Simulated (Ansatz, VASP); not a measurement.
Two plane-wave programs on Al

INCAR

```
SYSTEM = Al
PREC = Accurate
ENCUT = 600
EDIFF = 1E-6
ISMEAR = -1
SIGMA = 0.05
LREAL = .FALSE.
LASPH = .TRUE.
NELM = 60
ALGO = Normal
ISIF = 3
LWAVE = .FALSE.
LCHARG = .FALSE.
GGA = PS
IBRION = 2
NSW = 60
EDIFFG = -0.01
```

KPOINTS

```
regular mesh
0
G
  11 11 6
  0 0 0
```

File POSCAR:

```
Al
1.0
    2.8124553515      0.0000000000      0.0000000000
   -1.4062276757      2.4356577814      0.0000000000
    0.0000000000      0.0000000000      4.8668500000
Al
2
Direct
    0.3333333333      0.6666666667      0.2500000000
    0.6666666667      0.3333333333      0.7500000000
```

File input.yaml:

```yaml
crystal:
  lattice:
    - [2.8124553515, 0.0, 0.0]
    - [-1.4062276757, 2.4356577814, 0.0]
    - [0.0, 0.0, 4.86685]
  atoms:
    - { symbol: Al, position: [0.3333333333, 0.6666666667, 0.25] }
    - { symbol: Al, position: [0.6666666667, 0.3333333333, 0.75] }
hamiltonian:
  xc: pbesol
  pseudopotentials: { kind: paw }
kpoints:
  mp_grid: { grid: [11, 11, 6] }
scf:
  occupations: { method: fermi_dirac, width: 0.05 }
output:
  forces: true
  stress: true
  eigenvalues: true
relax:
  f_tol: 0.01
  max_steps: 40
  cell: { stress_tol: 0.05 }
```

This isn't the form of Al at room conditions, which is fcc.

Alike in both runs: task relaxation of cell and atoms; functional PBEsol; k mesh 11 × 11 × 6; occupations fermi-dirac, width 0.05 eV; no spin polarisation.

|  | VASP | Ansatz |
| --- | --- | --- |
| version | VASP 6.6.1 | Ansatz 0.2.0 |
| potentials or method | VASP PAW PBE potentials, release 64 (Al) | Ansatz PAW |
| plane-wave cutoff (eV) | 600 | 420 |
| valence electrons in the cell | 6 | 6 |

Ansatz gave:

| Property | Result |
| --- | --- |
| gap on the k mesh at the Fermi level, each at its own relaxed structure (eV) | none |
| relaxed volume (Å³/atom) | 16.32 |
| relaxed cell length with the largest relative difference (Å) | 4.688 |
| energy change over the relaxation (meV/atom) | -11 |

What did VASP give for the same quantities?

gap on the k mesh at the Fermi level, each at its own relaxed structure (eV): none; relaxed volume (Å³/atom): 16.34; relaxed cell length with the largest relative difference (Å): 4.690; energy change over the relaxation (meV/atom): -11.

A gap of «none» marks a metal or a gap that the smearing closes.

Caveats: the PAW data sets were made with another functional, which shifts forces and pressure a little (VASP); the plane-wave basis is chosen anew once the cell has moved, so the energies of steps on either side of that aren't comparable (Ansatz); the PAW data sets come from PBE, with cores solved anew for the run's functional, which leaves a small shift of forces and pressure (Ansatz).
